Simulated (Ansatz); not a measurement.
The system is MgS.

```
S Mg
1.0
     4.03462    0.00000    0.00000
    -2.01731    3.49409    0.00000
     0.00000    0.00000    6.43229
S Mg
2 2
Cartesian
  2.0173 1.1647 5.6556
  0.0000 2.3294 2.4394
  0.0000 2.3294 6.4050
  2.0173 1.1647 3.1888
```

The cell comes from a database or a generator and needn't be the stable form of this composition.

```yaml
Program: Ansatz 0.2.0
Task: relaxation of cell and atoms
Functional: RPBE
Potentials_or_basis: Ansatz PAW
Cutoff: "420 eV (not typed: the program's choice for these potentials)"
k_mesh: 6 × 6 × 3
Occupations: fermi-dirac, width 0.05 eV
Spin: no spin polarisation
```

At the start: volume 22.67 Å³/atom.

Question: How do energy, volume and symmetry change on relaxing?

Answer: It ends after 5 steps and the volume is 23.81 Å³/atom (+5.0 %); space group P6_3mc (No. 186, to 0.05 Å).

The path:
```csv
step,energy change (eV),largest force (eV/Å),volume (Å³)
1,0.0000,0.0443,90.68
2,-0.0351,0.0309,93.86
3,-0.0386,0.0106,95.16
4,-0.0386,0.0002,95.25
5,-0.0387,0.0002,95.25
```

Final structure:
```xyz
4
Lattice="4.0944 0.0000 0.0000 -2.0472 3.5459 0.0000 0.0000 0.0000 6.5608" Properties=species:S:1:pos:R:3 pbc="T T T"
S     2.0472    1.1820    5.7593
S     0.0000    2.3639    2.4789
Mg    0.0000    2.3639    6.5422
Mg    2.0472    1.1820    3.2618
```

Caveat: the plane-wave basis is chosen anew once the cell has moved, so the energies of steps on either side of that aren't comparable; the PAW data sets come from PBE, with cores solved anew for the run's functional, which leaves a small shift of forces and pressure.
